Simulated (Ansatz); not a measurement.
# Ir (Fm-3m) in Ansatz: settings compared

One crystal, Ir, is run at these levels: PBE, PBEsol+D4; tasks: single point, relaxation of cell and atoms.

All numbers are computed with Ansatz 0.2.0; they aren't measurements. Logs are shortened: lines on timing, memory, paths and dates and some standing lists are left out, and cuts for length are marked.

## (1) The crystal as given

Symmetry: Fm-3m, No. 225, cubic system. The conventional cell has a = 3.831 Å, b = 3.831 Å, c = 3.831 Å, α = 90.00°, β = 90.00°, γ = 90.00°. Around Ir (site symmetry m-3m) lie 12 Ir at 2.71 Å.

## (2) Single point, PBE

input.yaml reads:

```yaml
crystal:
  lattice:
    - [0.0, 1.9156, 1.9156]
    - [1.9156, 0.0, 1.9156]
    - [1.9156, 1.9156, 0.0]
  atoms:
    - { symbol: Ir, position: [0.0, 0.0, 0.0] }
kpoints:
  mp_grid: { grid: [12, 12, 12] }
scf:
  occupations: { method: gaussian, width: 0.016 }
hamiltonian:
  xc: pbe
  pseudopotentials: { kind: all_electron, lapw: { basis_error: 0.001 } }
output:
  forces: true
  stress: true
  eigenvalues: true
```

Potentials or basis: all-electron LAPW, scalar-relativistic.

Command:

```bash
$ ansatz run input.yaml --threads 1 --pin off --max-ram 3072MiB --backend cpu --events-out ev --progress --plain --runs-dir out
```

Standard output:

```text
Warning: RAYON_NUM_THREADS=1 ignored (pool sized by the plan → 1); use --threads N
LAPW: plane waves up to 8.639 Å⁻¹, error target 1.0e-3 eV per atom; small_component_spin mean_spin; Ir in spheres of 1.355 Å, 41 of its electrons in bands, Dirac shells [] (how accurate: hamiltonian.pseudopotentials.lapw.basis_error, Limitations)
Engine: ansatz 0.2.0, aarch64-unknown-linux-gnu
Pseudopotentials: kind: all_electron
Pseudopotential: Ir, LAPW, valence charge 41, lapw/all_electron/scalar/gaussian/Ir, Koelling and Harmon's equation, gaussian nucleus
Functional definition: PBE
  parameter kappa = 0.804
  parameter beta = 0.06672455060314922
  exchange = pbe_x(kappa = kappa, mu = beta*pi^2/3)
  correlation = pbe_c(beta = beta)
Crystal: 1 atoms, lattice volume = 14.059 Å³
Basis set: ecut = 284.34359079152017 eV, 169 PW (Γ), exchange–correlation at level 2
Bands: 25, of which v1, the nominal top of the filled ones, is band 21 counted from 1 (20 counted from 0)
Symmetry: 48 space group operations
Space group: Fm-3m (ITA 225), of the structure as read, at distance tolerance 2.4e-5 Å
k-points: 72 of 1728
Non-local potential: Ir, projectors of the file, none
Initial density: superposition of atomic densities (chi_scale 0.1, normalization cell)
Initial wavefunctions: plane waves of lowest kinetic energy (no species holds an atomic orbital)
Functional: x = pbe(κ = 0.804, μ = 0.2195149727645171), c = pbe(β = 0.06672455060314922)
iter 1 solved again at ethr=4.06e-5 eV; its pass at ethr=1.00e-1 eV (dr2=1.66e-2 eV) is discarded
SCF iter   1: F=—  HF=-485026.052667 eV  |F-HF|=—  |Δ(HF+E_count)|=         —  Δρ=1.76e-2  dr2=1.68e-2  ethr=4.06e-5  ⟨swp⟩=3.2  Hψ=11721  notcnv=0
preconditioner: auto → none  [metal: Δε(μ)=0.014 eV  Ē_g=14.252 eV  σ=0.016 eV  W_gap=0.43  n_scr=8 (ndim 8)  ℏωp=29.7 eV  f_vac=0.000  D(μ)=1.94/eV (n_scr^D=26)  sad-step TF]
SCF iter   2: F=—  HF=-485025.985032 eV  |F-HF|=—  |Δ(HF+E_count)|=   6.76e-2  Δρ=6.27e-3  dr2=2.67e-3  ethr=4.06e-5  ⟨swp⟩=2.8  Hψ=5648  notcnv=0
SCF iter   3: F=—  HF=-485025.983090 eV  |F-HF|=—  |Δ(HF+E_count)|=         —  Δρ=3.60e-3  dr2=8.50e-4  ethr=6.51e-6  ⟨swp⟩=2.0  Hψ=5319  notcnv=0
the basis was enlarged: its passes take 550.0 KiB over the memory plan, 1 of 1 planned eigensolver slots
SCF iter   4: F=—  HF=-485025.983456 eV  |F-HF|=—  |Δ(HF+E_count)|=   3.66e-4  Δρ=1.33e-3  dr2=1.19e-4  ethr=2.07e-6  ⟨swp⟩=2.0  Hψ=5213  notcnv=0
iter 5 solved again at ethr=5.49e-9 eV; its pass at ethr=2.91e-7 eV (dr2=2.25e-6 eV) is discarded
SCF iter   5: F=—  HF=-485025.983517 eV  |F-HF|=—  |Δ(HF+E_count)|=   6.11e-5  Δρ=1.78e-4  dr2=2.24e-6  ethr=5.49e-9  ⟨swp⟩=2.0  Hψ=8849  notcnv=0
SCF iter   6: F=-485025.983519 eV  HF=-485025.983519 eV  |F-HF|=9.26e-9  |Δ(HF+E_count)|=   1.97e-6  Δρ=1.06e-5  dr2=7.02e-9  ethr=5.47e-9  ⟨swp⟩=2.0  Hψ=5204  notcnv=0
SCF 1 converged in 6 iterations: F = -485025.983519 eV  dr2 = 7.02e-9
SCF converged after 6 iterations
Free energy (F): -485025.983519 eV
Harris-Foulkes:  -485025.983519 eV  (|F-HF|=9.26e-9)
Internal energy: -485025.983364 eV  (E = F + TS)
E sigma→0 (E₀):  -485025.983442 eV
Entropy (-TS):   -0.000156 eV (-0.156 meV/atom)
Fermi energy:    32.272493 eV
--- Per-component energies (eV) ---
  E_band       = -2856.397998
  E_kinetic    = 548828.648390
  E_xc         = -9475.717409
  E_electrostatic = -1024378.914344  (all electrons and nuclei)
  E_smearing   = -0.000156  (= −TS)
  E_closure    = 0.000000  (closes the sum)
  E_atoms      = -485016.743210  (free atoms, spherical and without spin; not in F)
  Σ components = -485025.983519   (vs F -485025.983519, Δ=0.00e0)
  Basis errors (estimates in eV, not in F): energy 2.4e-4 per atom: plane waves 1.9e-4 (9.8e-5 summed), levels above the bands 0.0e0, relativity 8.3e-8, radial functions 4.3e-5, core shells 4.2e-7; eigenvalues (radial functions only) 3.1e-6; not estimated: angular momenta, meshes, grids; target (lapw.basis_error) 1.0e-3; muffin-tin radii Ir 1.355 Å
--- Forces (eV/Å), atoms counted from 1 ---
  atom   1  Ir    -0.00000000     0.00000000     0.00000000
  max |Σ_I F_I| component: 6.98e-32 eV/Å
--- Stress (GPa, compression-positive) ---
       11.038956      -0.000000      -0.000000
       -0.000000      11.038956       0.000000
       -0.000000       0.000000      11.038956
  P = ⅓ Tr σ = 11.0390 GPa (110.390 kbar)
--- Band table (eV; the first three rows and the last of 72) ---
  k-point 0: bands = ["-253.3099", "-253.3099", "-253.3099", "-253.2704", "-253.2704", "-60.6658", "-25.0059", "-24.9666", "-24.9666", "-24.9666", "-24.9525", "-24.9525", "-24.9525", "-17.1358", "-17.1358", "-17.1358", "21.0569", "28.3184", "28.3184", "28.3184", "31.0348", "31.0348", "45.8250", "51.3720", "51.3720"]
  k-point 1: bands = ["-253.3099", "-253.3099", "-253.3099", "-253.2704", "-253.2704", "-60.6613", "-25.0056", "-24.9672", "-24.9672", "-24.9666", "-24.9526", "-24.9522", "-24.9522", "-17.1920", "-17.1435", "-17.1435", "21.3669", "28.1557", "28.4489", "28.4489", "30.9517", "30.9517", "46.3579", "50.0894", "51.8911"]
  k-point 2: bands = ["-253.3099", "-253.3099", "-253.3099", "-253.2704", "-253.2704", "-60.6489", "-25.0045", "-24.9690", "-24.9690", "-24.9665", "-24.9527", "-24.9514", "-24.9514", "-17.3439", "-17.1644", "-17.1644", "22.2152", "27.8294", "28.7139", "28.7139", "30.8711", "30.8711", "47.4696", "48.1320", "53.3560"]
  k-point 71: bands = ["-253.3099", "-253.3099", "-253.3099", "-253.2704", "-253.2704", "-60.5753", "-24.9984", "-24.9754", "-24.9754", "-24.9733", "-24.9491", "-24.9491", "-24.9487", "-17.6693", "-17.6693", "-17.4431", "25.9100", "27.3187", "27.3187", "30.4065", "33.7575", "40.4529", "41.3155", "41.3155", "45.5956"]
```

It took 7.3 s on 1 thread of Arm Neoverse V2, shared host; peak memory 0.28 GiB.

Results:

```yaml
Free_energy: -485025.9835 eV
Pressure: 11.0 GPa
Band_gap_on_the_k_mesh: none (metal or under the smearing width)
```

Levels at points of the mesh, in eV from the Fermi level:
```tsv
k point	band 17	band 18	band 19	band 20	band 21	band 22	band 23	band 24
(0.00, 0.00, 0.00)	-11.22	-3.95	-3.95	-3.95	-1.24	-1.24	13.55	19.10
(0.00, 0.00, -0.50)	-8.20	-4.07	-4.07	-0.82	0.89	0.89	7.32	13.21
(0.00, -0.50, -0.50)	-8.03	-7.44	0.85	1.48	1.48	1.65	10.60	11.48
```

The run has no spin-orbit coupling, so splittings on Ir are missing.

## (3) Relaxation of cell and atoms, PBEsol+D4

Edit input.yaml of step 2 so:

```diff
@@ -10,5 +10,6 @@
 scf:
-  occupations: { method: gaussian, width: 0.016 }
+  occupations: { method: fermi_dirac, width: 0.05 }
 hamiltonian:
-  xc: pbe
+  xc: pbesol
+  dispersion: d4
   pseudopotentials: { kind: all_electron, lapw: { basis_error: 0.001 } }
@@ -17,2 +18,5 @@
   stress: true
-  eigenvalues: true
+relax:
+  f_tol: 0.01
+  max_steps: 60
+  cell: {}
```

Potentials or basis: all-electron LAPW, scalar-relativistic.

Command:

```bash
$ ansatz run input.yaml --threads 1 --pin off --max-ram 3072MiB --backend cpu --events-out ev --progress --plain --runs-dir out
```

Run time: 23 s. Hardware: 1 thread of Arm Neoverse V2, shared host; peak memory 0.29 GiB.

Results (log left out):

```
Free energy                            : -484890.2934 eV
Relaxed volume                         : 13.84 Å³/atom
Relaxed cell                           : a = 2.695 Å, b = 2.695 Å, c = 2.695 Å, α = 60.00°, β = 60.00°, γ = 60.00°
Space group after relaxing (to 0.05 Å) : Fm-3m (No. 225)
Energy gained by relaxing              : 4.3 meV/atom
Ionic steps                            : 4
Pressure after relaxing                : 0.0 GPa
```

The path:
```tsv
step	energy change (eV)	largest force (eV/Å)	volume (Å³)
1	0.0000	0.0000	14.06
2	-0.0043	0.0000	13.85
3	-0.0043	0.0000	13.84
4	-0.0043	0.0000	13.84
```

Final structure:
```
CELL_PARAMETERS angstrom
0.00000 1.90553 1.90553
1.90553 0.00000 1.90553
1.90553 1.90553 0.00000
ATOMIC_POSITIONS crystal
Ir 0.00000 0.00000 0.00000
```
